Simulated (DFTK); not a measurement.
# Sb (R-3m) in DFTK: settings compared, part 3 of 3

DFTK 0.8.2. Earlier steps stand in the parts before.

**4. Band structure, BJ06**

Contents of run.jl:

```julia
using DFTK
using PseudoPotentialData
using Unitful, UnitfulAtomic
using LinearAlgebra, Printf
include("save.jl")
disable_threading()

# lattice vectors are the columns
lattice = austrip(1u"Å") * [        2.1542        -2.1542            0.0;
             1.2437279499   1.2437279499  -2.4874558998;
                    3.758          3.758          3.758]
symbols   = [:Sb, :Sb]
positions = [[0.76651, 0.76651, 0.76651],
             [0.23349, 0.23349, 0.23349]]
pseudopotentials = PseudoFamily("cp2k.nc.sr.pbe.v0_1.semicore.gth")
elements = Dict(s => ElementPsp(s, pseudopotentials) for s in unique(symbols))
atoms    = [elements[s] for s in symbols]

build_model(lattice, positions; symmetries=true) =
    model_DFT(lattice, atoms, positions;
              functionals=[:mgga_x_tb09, :lda_c_pw],
              temperature=austrip(0.05u"eV"),
              smearing=Smearing.FermiDirac(),
              symmetries)
Ecut  = 35.0  # hartree
kgrid = [6, 6, 6]
tol   = 1e-6
to_GPa = ustrip(uconvert(u"GPa", 1u"hartree/bohr^3"))

model = build_model(lattice, positions)
basis = PlaneWaveBasis(model; Ecut, kgrid)
display(basis)
scfres = self_consistent_field(basis;
                               tol,
                               nbandsalg=AdaptiveBands(model; n_bands_converge=10))
display(scfres.energies)
@printf "Fermi level: %.6f eV\n" ustrip(auconvert(u"eV", something(scfres.εF, NaN)))
println("Levels at the first k-point (eV): ", round.(ustrip.(auconvert.(u"eV", scfres.eigenvalues[1][1:scfres.n_bands_converge])); digits=4))
save_scf!(scfres)

points = Dict("G" => [0.0, 0.0, 0.0], "B" => [0.7603126357, 0.5, 0.2396873643], "B1" => [0.5, 0.2396873643, -0.2396873643], "F" => [0.5, 0.5, 0.0], "L" => [0.5, 0.0, 0.0], "P" => [0.7603126357, 0.3698436821, 0.3698436821], "P1" => [0.6301563179, 0.6301563179, 0.2396873643], "Q" => [0.6301563179, 0.3698436821, 0.0], "X" => [0.3698436821, 0.0, -0.3698436821], "Z" => [0.5, 0.5, 0.5])
segments = [("G", "L", 6), ("L", "B1", 5), ("B", "Z", 5), ("Z", "G", 6), ("G", "X", 8), ("Q", "F", 3), ("F", "P1", 3), ("P1", "Z", 5), ("L", "P", 4)]
kcoords = vcat([[points[a] + t * (points[b] - points[a]) for t in range(0, 1, n)] for (a, b, n) in segments]...)
bands = compute_bands(scfres, ExplicitKpoints(kcoords); n_bands=12, tol=1e-5)
for (k, ε) in zip(bands.basis.kpoints, bands.eigenvalues)
    @printf "%d %8.4f %8.4f %8.4f " k.spin k.coordinate...
    println(join([@sprintf("%9.4f", e) for e in ustrip.(auconvert.(u"eV", ε .- scfres.εF))]))
end
results["band_energies"] = rows(bands.eigenvalues); results["band_kpoints"] = rows(kcoords)
```

Potentials or basis: cp2k.nc.sr.pbe.v0_1.semicore.gth (PBE, GTH).

Started as:

```console
> julia --threads=1 run.jl  # save.jl only writes the numbers to a file and isn't shown; printed stress counts tension as positive; times include loading and compiling
```

The log of the run:

```text
PlaneWaveBasis discretization:

    Ecut                 : 35.0 Ha
    fft_size             : (48, 48, 48), 110592 total points
    kgrid                : MonkhorstPack([6, 6, 6])
    num.   red. kpoints  : 216
    num. irred. kpoints  : 32

    Discretized Model(mgga_x_tb09+lda_c_pw, 3D):
        lattice (in Bohr)    : [4.07085   , -4.07085  , 0         ]
                               [2.35031   , 2.35031   , -4.70061  ]
                               [7.10159   , 7.10159   , 7.10159   ]
        unit cell volume     : 407.68 Bohr³

        atoms                : Sb₂
        pseudopot. family    : PseudoFamily("cp2k.nc.sr.pbe.v0_1.semicore.gth")

        num. electrons       : 10
        spin polarization    : none
[... 20 lines left out ...]
  6   -8.724516839207       -4.95       -3.50       -4.45    2.2    16.5s
  7   -8.724478163327   +   -4.41       -3.99       -4.52    2.2    15.0s
  8   -8.724468937850   +   -5.04       -4.43       -5.00    2.1    16.1s
  9   -8.724470162491       -5.91       -4.83       -5.53    2.0    18.0s
 10   -8.724469207202   +   -6.02       -5.59       -5.69    2.2    15.3s
 11   -8.724469785102       -6.24       -5.80       -6.60    2.7    17.8s
 12   -8.724469481268   +   -6.52       -6.60       -6.60    2.1    21.0s
Energy breakdown (in Ha):
    Kinetic             3.4595823
    AtomicLocal         -2.2568383
    AtomicNonlocal      0.2851634
    Ewald               -11.9838317
    PspCorrection       1.7946463
    Hartree             0.4255243
    Xc                  -0.4486080
    Entropy             -0.0001079

    total               -8.724469481268
Fermi level: 1.865371 eV
Levels at the first k-point (eV): [-10.9403, -2.8135, -0.3537, -0.0787, -0.0787, 3.9062, 4.5687, 4.5687, 6.7868, 6.7868]
1   0.0000   0.0000   0.0000  -12.8057  -4.6788  -2.2191  -1.9441  -1.9441   2.0408   2.7033   2.7033   4.9215   4.9215   5.1085   6.7372
1   0.1000   0.0000   0.0000  -12.6944  -5.2116  -2.1842  -1.9767  -1.7387   2.0112   2.4086   2.4231   4.4941   4.8642   4.9328   7.4354
1   0.2000   0.0000   0.0000  -12.3621  -6.3485  -2.1869  -2.0476  -1.3475   1.5665   1.7355   1.7469   4.5515   5.0055   5.4491   9.0366
1   0.3000   0.0000   0.0000  -11.8159  -7.6319  -2.1506  -2.1072  -1.0233   0.8527   0.9534   1.0531   5.2985   5.9356   6.4955  10.7740
1   0.4000   0.0000   0.0000  -11.0780  -8.8602  -2.1321  -2.0609  -0.7283   0.1836   0.3641   0.5641   6.4390   7.4253   7.9231   9.7202
1   0.5000   0.0000   0.0000  -10.4155  -9.6930  -2.1355  -2.0041  -0.4693  -0.2072   0.1220   0.3879   7.6943   8.2120   9.2264   9.2433
[... 37 lines left out ...]
1   0.6735   0.2466   0.2466  -10.2289  -9.2513  -4.7189  -2.9913  -2.2359   1.9937   2.0279   4.0818   4.8149   7.6314   8.4228  11.1062
1   0.7603   0.3698   0.3698  -10.2440  -8.7528  -5.5402  -3.3926  -2.8543   2.3610   3.1239   4.5470   6.0891   7.7883   8.6026  10.9045
```

Wall time 5.6 min (1 thread of Intel Xeon at 2.50GHz (Skylake/Cascade Lake), shared host); peak memory 1.8 GiB.

What came out:

| Item | Value |
| --- | --- |
| Band gap on the k mesh | none (metal or under the smearing width) |

Levels at the corners of the path, in eV from the Fermi level:
```tsv
point	band 1	band 2	band 3	band 4	band 5	band 6	band 7	band 8	band 9	band 10
Γ	-12.81	-4.68	-2.22	-1.94	-1.94	2.04	2.70	2.70	4.92	4.92
L	-10.42	-9.69	-2.14	-2.00	-0.47	-0.21	0.12	0.39	7.69	8.21
B1	-9.86	-9.07	-5.18	-5.04	-0.91	0.66	4.53	4.59	6.02	6.19
B	-9.86	-9.07	-5.18	-5.04	-0.91	0.66	4.53	4.59	6.02	6.19
Z	-11.24	-9.05	-1.52	-1.52	-0.40	0.04	0.04	0.96	7.11	8.75
Γ	-12.81	-4.68	-2.22	-1.94	-1.94	2.04	2.70	2.70	4.92	4.92
X	-9.87	-9.15	-5.49	-3.36	-3.07	2.77	3.21	3.96	6.00	7.25
Q	-9.87	-9.15	-5.49	-3.36	-3.07	2.77	3.21	3.96	6.00	7.25
F	-10.40	-8.01	-5.60	-3.93	-3.83	1.36	5.01	5.55	7.01	8.77
P1	-10.24	-8.75	-5.54	-3.39	-2.85	2.36	3.12	4.55	6.09	7.79
Z	-11.24	-9.05	-1.52	-1.52	-0.40	0.04	0.04	0.96	7.11	8.75
L	-10.42	-9.69	-2.14	-2.00	-0.47	-0.21	0.12	0.39	7.69	8.21
P	-10.24	-8.75	-5.54	-3.39	-2.85	2.36	3.12	4.55	6.09	7.79
```

Caveat: the program leaves the constant c of mgga_x_tb09 at 1, so the potential is Becke-Johnson's (BJ06) and not Tran and Blaha's, with levels but no total energy; GTH potentials come without recommended cutoffs, and this one wasn't checked for convergence; the program warned that the kinetic-energy density falls under its von Weizsäcker bound, which can give unphysical results; the potentials were made for another functional, which shifts forces and pressure; spin-orbit coupling is left out, which moves the levels of the heavy elements.

**5. The reference run**

An earlier run on the cell as given: functional PBEsol; potentials or basis dojo.nc.sr.pbesol.v0_4_1.standard.upf (PBEsol); cutoff 1088 eV; k mesh 8 × 8 × 8; occupations fermi-dirac, width 0.05 eV; no spin polarisation.

* Pressure: 0.0 GPa
* Largest force: 0.123 eV/Å
* Band gap on the k mesh: none (metal or under the smearing width)

**6. The runs side by side**

```tsv
task	level	potentials or basis	k mesh	cutoff (eV)	valence electrons	gap on the mesh (eV)	pressure (GPa)	largest force (eV/Å)
band structure	PBE	SPMS 1.0 (PBE)	6 × 6 × 6	1225	Sb 15	none	2.8	0.09
band structure	PBE	cp2k.nc.sr.pbe.v0_1.semicore.gth (PBE, GTH)	8 × 8 × 8	735	Sb 5	none	3.1	0.22
band structure	BJ06	cp2k.nc.sr.pbe.v0_1.semicore.gth (PBE, GTH)	6 × 6 × 6	952	Sb 5	none	-	-
single point	PBEsol	dojo.nc.sr.pbesol.v0_4_1.standard.upf (PBEsol)	8 × 8 × 8	1088	Sb 15	none	0.0	0.12
```

Alike in all rows: no spin polarisation; cell as given; smearing fermi-dirac 0.05 eV.

Caveats: spin-orbit coupling is left out, which moves the levels of the heavy elements (some runs); GTH potentials come without recommended cutoffs, and this one wasn't checked for convergence (some runs); the program leaves the constant c of mgga_x_tb09 at 1, so the potential is Becke-Johnson's (BJ06) and not Tran and Blaha's, with levels but no total energy (some runs); the program warned that the kinetic-energy density falls under its von Weizsäcker bound, which can give unphysical results (some runs); the potentials were made for another functional, which shifts forces and pressure (some runs).

Absolute energies hang on the potentials; compare differences alone.
